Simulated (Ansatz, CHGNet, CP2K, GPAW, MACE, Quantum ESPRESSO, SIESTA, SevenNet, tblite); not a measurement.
**NbH2(331) slab (72 atoms) in Quantum ESPRESSO**

Aim: run NbH2(331) slab (72 atoms) in Quantum ESPRESSO and see how near its forces come to a plane-wave reference, and at what cost.

Calculated with Quantum ESPRESSO 7.5; the method is named at each step.

## (1) The starting structure

The cell holds 72 atoms: 24 Nb and 48 H. Its edges and angles: a = 9.680 Å, b = 7.215 Å, c = 21.851 Å, α = 90.0°, β = 90.0°, γ = 102.9°. It derives from NbH2 (fluorite-type). Fluorite-type NbH2 (a = 4.563 Å), (331) slab of 8 repeat layers, 3 x 1 surface cells, 14 Å of vacuum; atoms within 2.51 Å of the bottom held; not relaxed, displaced by a Gaussian of 0.02 Å. Then every atom was moved at random, 0.05 Å r.m.s. a Cartesian component (hydrogen 0.6 of that). Vacuum lies along c.

The yardstick, on the same geometry:

```
method                 : Kohn-Sham DFT, PBE, PAW, plane waves (Ansatz 0.2.0); cutoff 420 eV, Γ point, fermi-dirac smearing of 0.05 eV; PAW set soft_2
r.m.s. force component : 0.6904 eV/Å
longest force          : 2.906 eV/Å
SCF cycles             : 10
time                   : 12 s on 4 threads of Arm Neoverse V1, shared host
CPU time               : 48 s
```

## (2) PBE, sssp-1.3.0-efficiency, 45/360 Ry

Method: Kohn-Sham DFT, PBE, SSSP efficiency 1.3.0 pseudopotentials, plane waves.

File pw.in:

```
&control
  calculation = 'scf'
  pseudo_dir = './pseudo'
  outdir = './tmp'
  disk_io = 'none'
  tprnfor = .true.
/
&system
  ibrav = 0
  nat = 72
  ntyp = 2
  ecutwfc = 45
  ecutrho = 360
  nosym = .true.
  occupations = 'smearing'
  smearing = 'fd'
  degauss = 0.003675
/
&electrons
  conv_thr = 3.6e-07
  electron_maxstep = 100
  mixing_beta = 0.2
  mixing_mode = 'local-TF'
  diagonalization = 'david'
/
ATOMIC_SPECIES
Nb 92.906 Nb.upf
H 1.008 H.upf
CELL_PARAMETERS angstrom
9.67958 0.00000 0.00000
-1.61326 7.03206 0.00000
0.00000 0.00000 21.85118
ATOMIC_POSITIONS crystal
Nb 0.00085 0.98760 0.33244
H 0.86088 0.14494 0.32145
H 0.80672 0.83193 0.34394
Nb 0.89250 0.36143 0.38133
H 0.75170 0.51424 0.36670
H 0.69944 0.19786 0.39247
Nb 0.78950 0.72400 0.42848
H 0.98207 0.88233 0.41656
H 0.93116 0.56655 0.43913
Nb 0.68944 0.08367 0.47511
H 0.88016 0.24812 0.46597
H 0.82162 0.93407 0.48778
Nb 0.90360 0.45547 0.52508
H 0.77362 0.61967 0.51225
H 0.71775 0.30628 0.53359
Nb 0.79655 0.83286 0.56741
H 0.00626 0.97845 0.56048
H 0.94464 0.67791 0.58152
Nb 0.70671 0.19991 0.61808
H 0.89756 0.35722 0.60836
H 0.83688 0.04545 0.63127
Nb 0.92973 0.56732 0.66778
H 0.79204 0.73589 0.65624
H 0.73358 0.40755 0.67896
Nb 0.66641 0.98848 0.33159
H 0.52469 0.14426 0.32006
H 0.47077 0.83090 0.34299
Nb 0.55871 0.35446 0.37904
H 0.41907 0.51683 0.36768
H 0.36388 0.19431 0.39255
Nb 0.45435 0.72195 0.42761
H 0.64708 0.88251 0.41659
H 0.59702 0.57297 0.44264
Nb 0.35417 0.10805 0.47890
H 0.54581 0.25761 0.46421
H 0.48686 0.92599 0.49091
Nb 0.57960 0.46007 0.52343
H 0.43924 0.62181 0.51559
H 0.38006 0.31683 0.53662
Nb 0.47566 0.82746 0.57019
H 0.66159 0.99095 0.55906
H 0.60578 0.67234 0.58218
Nb 0.37231 0.19336 0.62083
H 0.55922 0.35721 0.60571
H 0.50840 0.04099 0.62998
Nb 0.58803 0.56501 0.66557
H 0.45530 0.72142 0.65327
H 0.40220 0.40489 0.67862
Nb 0.33009 0.98475 0.33256
H 0.19389 0.14843 0.32113
H 0.13889 0.83043 0.34561
Nb 0.22776 0.35681 0.37997
H 0.08449 0.51160 0.36948
H 0.03667 0.20014 0.39097
Nb 0.11809 0.72531 0.42777
H 0.31762 0.88763 0.41677
[... 12 atom lines left out ...]
H 0.17124 0.04004 0.63181
Nb 0.26528 0.55947 0.67054
H 0.12677 0.72141 0.65687
H 0.06870 0.40415 0.67712
K_POINTS gamma
```

On the command line:

```sh
$ OMP_NUM_THREADS=1 mpirun -np 4 pw.x -in pw.in > output.txt
```

Log:

```text
Program PWSCF
     gamma-point specific algorithms are used
     one sub-group per band group will be used
     scalapack distributed-memory algorithm (size of sub-group:  2*  2 procs)
     Parallelization info
     sticks:   dense  smooth     PW     G-vecs:    dense   smooth      PW
     Min        1740     871    217               289432   102298   12796
     Max        1742     876    220               289442   102304   12804
     Sum        6965    3493    875              1157753   409205   51195
     bravais-lattice index     =            0
     lattice parameter (alat)  =      18.2918  a.u.
     unit-cell volume          =   10037.1538 (a.u.)^3
     number of atoms/cell      =           72
     number of atomic types    =            2
     number of electrons       =       360.00
     number of Kohn-Sham states=          216
     kinetic-energy cutoff     =      45.0000  Ry
     charge density cutoff     =     360.0000  Ry
     scf convergence threshold =      3.6E-07
     mixing beta               =       0.2000
     number of iterations used =            8  local-TF  mixing
     Exchange-correlation= PBE
                           (   1   4   3   4   0   0   0)
     crystal axes: (cart. coord. in units of alat)
               a(1) = (   1.000000   0.000000   0.000000 )
               a(2) = (  -0.166666   0.726484   0.000000 )
               a(3) = (   0.000000   0.000000   2.257451 )
     reciprocal axes: (cart. coord. in units 2 pi/alat)
               b(1) = (  1.000000  0.229415 -0.000000 )
               b(2) = (  0.000000  1.376493  0.000000 )
               b(3) = (  0.000000 -0.000000  0.442977 )
     PseudoPot. # 1 for Nb:
     Pseudo is Projector augmented-wave + core cor, Zval = 13.0
     PseudoPot. # 2 for H :
     Pseudo is Ultrasoft, Zval =  1.0
     atomic species   valence    mass     pseudopotential
     Nb               13.00    92.90600     Nb( 1.00)
     H                 1.00     1.00800     H ( 1.00)
     No symmetry found
   Cartesian axes
     number of k points=     1  Fermi-Dirac smearing, width (Ry)=  0.0037
                       cart. coord. in units 2pi/alat
        k(    1) = (   0.0000000   0.0000000   0.0000000), wk =   2.0000000
     Dense  grid:   578877 G-vectors     FFT dimensions: ( 120,  90, 250)
     Smooth grid:   204603 G-vectors     FFT dimensions: (  80,  60, 180)
     Check: negative core charge=   -0.000005
     Initial potential from superposition of free atoms
     starting charge     359.9486, renormalised to     360.0000
     negative rho (up, down):  5.599E-03 0.000E+00
     Starting wfcs are  288 randomized atomic wfcs
     Self-consistent Calculation
     iteration #  1     ecut=    45.00 Ry     beta= 0.20
     negative rho (up, down):  1.248E-03 0.000E+00
     total energy              =   -8080.56076814 Ry
     estimated scf accuracy    <      12.31594206 Ry
     iteration #  2     ecut=    45.00 Ry     beta= 0.20
     negative rho (up, down):  2.043E-06 0.000E+00
     total energy              =   -8076.80023680 Ry
     estimated scf accuracy    <       9.30668234 Ry
     iteration #  3     ecut=    45.00 Ry     beta= 0.20
     negative rho (up, down):  2.324E-06 0.000E+00
     total energy              =   -8078.37736403 Ry
     estimated scf accuracy    <       1.73241724 Ry
     iteration #  4     ecut=    45.00 Ry     beta= 0.20
     negative rho (up, down):  8.765E-07 0.000E+00
     total energy              =   -8078.50515967 Ry
     estimated scf accuracy    <       0.92910412 Ry
     iteration #  5     ecut=    45.00 Ry     beta= 0.20
     negative rho (up, down):  1.182E-06 0.000E+00
     total energy              =   -8078.40591105 Ry
     estimated scf accuracy    <       0.52624065 Ry
     iteration #  6     ecut=    45.00 Ry     beta= 0.20
[...]
total energy              =   -8078.42366236 Ry
     estimated scf accuracy    <       0.33519720 Ry
[...]
total energy              =   -8078.43317711 Ry
[...]
iteration # 23     ecut=    45.00 Ry     beta= 0.20
[...]
total energy              =   -8078.43317819 Ry
     estimated scf accuracy    <       0.00000069 Ry
     iteration # 24     ecut=    45.00 Ry     beta= 0.20
     negative rho (up, down):  6.175E-03 0.000E+00
     total energy              =   -8078.43317826 Ry
     estimated scf accuracy    <       0.00000049 Ry
     iteration # 25     ecut=    45.00 Ry     beta= 0.20
     negative rho (up, down):  6.158E-03 0.000E+00
     End of self-consistent calculation
          k = 0.0000 0.0000 0.0000 ( 25598 PWs)   bands (ev):
   -51.8176 -51.7962 -51.7756 -51.7677 -51.7452 -51.7366 -51.7076 -51.6900
   -51.6806 -51.6603 -51.6499 -51.6416 -51.6212 -51.6035 -51.5874 -51.5787
   -51.5706 -51.5556 -51.4814 -51.4441 -51.4285 -51.4136 -51.3968 -51.3853
   -28.0963 -28.0593 -28.0520 -28.0515 -28.0247 -28.0219 -28.0120 -28.0046
   -27.9967 -27.9908 -27.9876 -27.9764 -27.9522 -27.9493 -27.9410 -27.9386
   -27.9286 -27.9176 -27.9146 -27.9089 -27.9006 -27.8888 -27.8781 -27.8648
[...]
4.4137   4.5131   4.5272   4.5972   4.6439   4.6917   4.7393   4.7624
     4.7893   4.9008   5.0020   5.0244   5.0571   5.1224   5.1724   5.2200
     5.2607   5.2885   5.3360   5.3958   5.4484   5.4712   5.5215   5.6041
     the Fermi energy is     3.7410 ev
!    total energy              =   -8078.43317851 Ry
     estimated scf accuracy    <       0.00000015 Ry
     smearing contrib. (-TS)   =      -0.01851806 Ry
     internal energy E=F+TS    =   -8078.41466045 Ry
     The total energy is F=E-TS. E is the sum of the following terms:
     one-electron contribution =  -18076.56625449 Ry
     hartree contribution      =    9077.48854850 Ry
     xc contribution           =    -727.93836455 Ry
     ewald contribution        =    6652.32815981 Ry
     one-center paw contrib.   =   -5003.72674971 Ry
     convergence has been achieved in  25 iterations
     negative rho (up, down):  6.158E-03 0.000E+00
     Forces acting on atoms (cartesian axes, Ry/au):
     atom    1 type  1   force =    -0.00956044    0.04857056    0.09169571
     atom    2 type  2   force =    -0.00107049    0.00364786   -0.02614460
     atom    3 type  2   force =     0.00145103   -0.00896493   -0.01569196
     atom    4 type  1   force =     0.01186860   -0.06181467    0.04908518
     atom    5 type  2   force =     0.00053391    0.00374868   -0.00856136
     atom    6 type  2   force =     0.00078366   -0.00600795   -0.02134833
[...]
atom   70 type  1   force =    -0.00485588   -0.03354404   -0.10764928
     atom   71 type  2   force =    -0.00655473    0.00726413    0.01444454
     atom   72 type  2   force =    -0.00347933    0.00599494    0.03405947
     Total force =     0.394742     Total SCF correction =     0.000846
     Message from routine punch:
     Nothing written, as per user request (disk_io='none')
```

The job ended after 2.8 min (4 MPI ranks of Arm Neoverse V1, shared host; peak memory 2.9 GiB; 11 min of CPU time).

Banners, paths, timers and routine set-up lines are dropped from the logs unmarked, and long logs keep their key lines alone; longer cuts are marked.

Compared with the plane-wave run:

```
r.m.s. force component                  : 0.6906 eV/Å
r.m.s. difference of force components   : 1.829 meV/Å
longest difference of force vectors     : 7.733 meV/Å
force difference over r.m.s. force      : 0.2649 %
slope of forces against the reference's : 1
correlation of force components         : 1
```

Length of the force difference by element (eV/Å):

```tsv
element	atoms	mean	most
H	48	0.0019	0.0044
Nb	24	0.0039	0.0077
```

The surroundings of H48, picked at random, nearest first, numbered as they follow in the input and with coordinates relative to it.

```tsv
atom	x	y	z	distance (Å)	bonds	Fx	Fy	Fz (eV/Å)
H48	0.00	0.00	0.00	0.00	3	0.04	-0.15	0.82
Nb70	-1.57	1.09	-0.18	1.92	6	-0.12	-0.86	-2.77
Nb46	1.54	1.13	-0.29	1.93	6	0.70	-1.01	-1.92
Nb43	0.05	-1.49	-1.26	1.95	7	-0.84	1.40	-1.61
H44	1.60	-0.34	-1.59	2.28	4	0.22	0.04	0.65
H68	-1.60	-0.32	-1.59	2.28	4	0.01	-0.11	1.00
H47	0.00	2.23	-0.55	2.29	3	-0.21	0.29	0.67
H39	-0.07	-0.62	-3.10	3.16	4	0.95	-0.79	0.49
H24	3.20	0.02	0.01	3.20	3	-0.02	0.10	0.63
H45	1.62	-2.56	-1.06	3.21	3	0.26	-0.14	0.39
H69	-1.65	-2.57	-1.02	3.22	3	0.05	-0.03	0.24
H42	1.54	1.88	-2.11	3.22	4	0.36	-0.21	0.37
H72	-3.23	-0.01	-0.03	3.23	3	-0.09	0.15	0.88
H66	-1.68	1.83	-2.10	3.26	4	0.38	0.13	0.69
```

Forces lie 0.26 % from the reference's, at 14 times its CPU time.

## (3) PBE, sg15-1.2, 60/240 Ry

Method: Kohn-Sham DFT, PBE, SG15 1.2 norm-conserving pseudopotentials, plane waves.

The pseudopotential files are exchanged too: ./pseudo now holds the set sg15-pbe-1.2.

Changes to pw.in since step 2:

```diff
@@ -11,4 +11,4 @@
   ntyp = 2
-  ecutwfc = 45
-  ecutrho = 360
+  ecutwfc = 60
+  ecutrho = 240
   nosym = .true.
```

Log:

```text
[banner, memory and clock lines left out]
Program PWSCF
     gamma-point specific algorithms are used
     one sub-group per band group will be used
     bravais-lattice index     =            0
[... lines left out ...]
     number of electrons       =       360.00
[... lines left out ...]
     scf convergence threshold =      3.6E-07
[... lines left out ...]
     number of k points=     1  Fermi-Dirac smearing, width (Ry)=  0.0037
[... lines left out ...]
     total energy              =   -2795.96960799 Ry
[... lines left out ...]
     total energy              =   -2794.31198301 Ry
[... lines left out ...]
     total energy              =   -2795.27256207 Ry
[... lines left out ...]
     total energy              =   -2795.33347023 Ry
[... lines left out ...]
     total energy              =   -2795.33347110 Ry
[... lines left out ...]
   -51.5673 -51.5523 -51.4786 -51.4412 -51.4256 -51.4107 -51.3940 -51.3825
[...]
4.7922   4.9039   5.0051   5.0272   5.0606   5.1258   5.1753   5.2230
     5.2638   5.2909   5.3382   5.3986   5.4512   5.4738   5.5244   5.6063
     the Fermi energy is     3.7447 ev
!    total energy              =   -2795.33347241 Ry
     estimated scf accuracy    <       0.00000017 Ry
     smearing contrib. (-TS)   =      -0.01855867 Ry
     internal energy E=F+TS    =   -2795.31491374 Ry
     The total energy is F=E-TS. E is the sum of the following terms:
     one-electron contribution =  -18160.50052413 Ry
     hartree contribution      =    9076.88201508 Ry
     xc contribution           =    -364.02456449 Ry
     ewald contribution        =    6652.32815981 Ry
     convergence has been achieved in  24 iterations
     Forces acting on atoms (cartesian axes, Ry/au):
     atom    1 type  1   force =    -0.00957474    0.04847986    0.09167443
     atom    2 type  2   force =    -0.00107421    0.00364756   -0.02617699
     atom    3 type  2   force =     0.00146718   -0.00898149   -0.01569796
[...]
atom   71 type  2   force =    -0.00655734    0.00728104    0.01445835
     atom   72 type  2   force =    -0.00347699    0.00598952    0.03409060
     Total force =     0.394644     Total SCF correction =     0.000885
     Message from routine punch:
     Nothing written, as per user request (disk_io='none')
```

Wall time 2.5 min (4 MPI ranks); peak memory 1.6 GiB; 10 min of CPU time.

Numbers from this run, and their distance from the reference:

```yaml
r_m_s_force_component: 0.6904 eV/Å
r_m_s_difference_of_force_components: 2.404 meV/Å
longest_difference_of_force_vectors: 9.328 meV/Å
force_difference_over_r_m_s_force: 0.3482 %
slope_of_forces_against_the_reference_s: 1
correlation_of_force_components: 1
```

This is a coarse setting, run to see what it loses.

Against the first run (0.26 %), the force difference from the reference is 0.35 %, at 0.90 times the CPU time.

## (4) All runs compared

Differences are against the plane-wave reference, forces as r.m.s. over components; share is that over the reference's r.m.s. force, slope the least-squares factor from reference forces to these. Total energies of different programs have different zeros and aren't compared.

```tsv
run	Δ force, r.m.s. (meV/Å)	share (%)	slope	cores	CPU time	memory (GiB)
reference	-	-	-	4	48 s	1.4
QE PBE, sssp-1.3.0-efficiency, 45/360 Ry	1.83	0.265	1.000	4	11 min	2.9
QE PBE, sg15-1.2, 60/240 Ry (coarse)	2.40	0.348	1.000	4	10 min	1.6
```

Rows marked coarse were listed beforehand as settings not expected to be converged; some can still land near the reference.

CPU time is summed over cores on a shared host, where runs went side by side, so it is rough. Symmetry, cutoffs, thresholds, outputs and thread counts weren't matched or tuned between programs; memory under MPI is the largest rank's times the ranks.

## (5) Outcome

```json
{
  "nearest in forces": "QE PBE, sssp-1.3.0-efficiency, 45/360 Ry, 0.26 %",
  "its CPU time": "11 min"
}
```

What this shows: PBE on plane waves or a grid with other potentials, cutoffs or grids, coarse settings apart, differs from the reference by 0.26 % (QE PBE, sssp-1.3.0-efficiency, 45/360 Ry) of the r.m.s. force; this holds the reference's own error, so differences of a few per cent don't tell which side is nearer the exact PBE result (QE's 45 Ry are 612 eV, against the reference's 420 eV). Runs with settings chosen to be coarse differ by 0.35 % (QE PBE, sg15-1.2, 60/240 Ry), their programs' other errors included. None of the electronic-structure runs in the table takes under half the reference's CPU time of 48 s; they take 13 to 14 times as much. The electronic-structure runs sample only Γ, in a cell whose shortest periodic width is 7 Å, which is coarse for a cell with partly filled levels.

[Also dropped from logs without a mark: logging warnings of Python, and SIESTA's first energy breakdown and zero terms.]

[Logs are printed without paths, hosts, clocks, repeated set-up lines and the standing remarks that a program may print on its own settings, such as how far it seeks lower states.]

[Hosts, paths, dates, database ids (printed as entryN), source tags and the programs' standing remarks are cut or masked in the printed files.]
